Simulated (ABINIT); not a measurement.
Crystal: P.

```xyz
2
Lattice="1.7257 0.9963 3.1297 -1.7257 0.9963 3.1297 0.0000 -1.9927 3.1297" Properties=species:S:1:pos:R:3 pbc="T T T"
P     0.0000    0.0000    7.2570
P     0.0000    0.0000    2.1321
```

This isn't the form of P at room conditions, which is orthorhombic.

```yaml
Program: ABINIT 10.8.3 (patched build)
Task: relaxation of cell and atoms
Functional: LDA
Potentials_or_basis: PseudoDojo NC SR LDA v0.4.1 standard
Cutoff: 653 eV
k_mesh: 7 × 7 × 7
Occupations: fermi-dirac, width 0.05 eV
Spin: no spin polarisation
```

At the start: pressure -3.3 GPa; volume 16.14 Å³/atom.

**Question.** Where does the relaxation end?

**Answer.** Over 11 steps the energy falls by 17.2 meV/atom and the volume is 15.03 Å³/atom (-6.9 %); space group R-3m (No. 166, to 0.05 Å).

Step by step:
```
step  energy change (eV)  largest force (eV/Å)  pressure (GPa)  volume (Å³)
   1              0.0000                0.1305           -3.35        32.29
   2             -0.0070                0.1780           -2.66        31.96
   3             -0.0237                0.2920            1.25        30.34
   4             -0.0263                0.2448            0.89        30.39
   5             -0.0341                0.0166            0.04        30.20
   6             -0.0342                0.0079            0.01        30.17
   7             -0.0343                0.0032            0.00        30.12
   8             -0.0343                0.0021            0.00        30.08
   9             -0.0343                0.0013            0.00        30.05
  10             -0.0343                0.0010            0.00        30.05
  11             -0.0343                0.0003            0.00        30.05
```

Final structure:
```cif
data_structure
_symmetry_space_group_name_H-M 'P 1'
_symmetry_Int_Tables_number 1
_cell_length_a 3.5605
_cell_length_b 3.5605
_cell_length_c 3.5605
_cell_angle_alpha 57.458
_cell_angle_beta 57.458
_cell_angle_gamma 57.458
_cell_volume 30.05
loop_
_atom_site_label
_atom_site_type_symbol
_atom_site_fract_x
_atom_site_fract_y
_atom_site_fract_z
_atom_site_occupancy
P1 P 0.76819 0.76819 0.76819 1
P2 P 0.23181 0.23181 0.23181 1
```
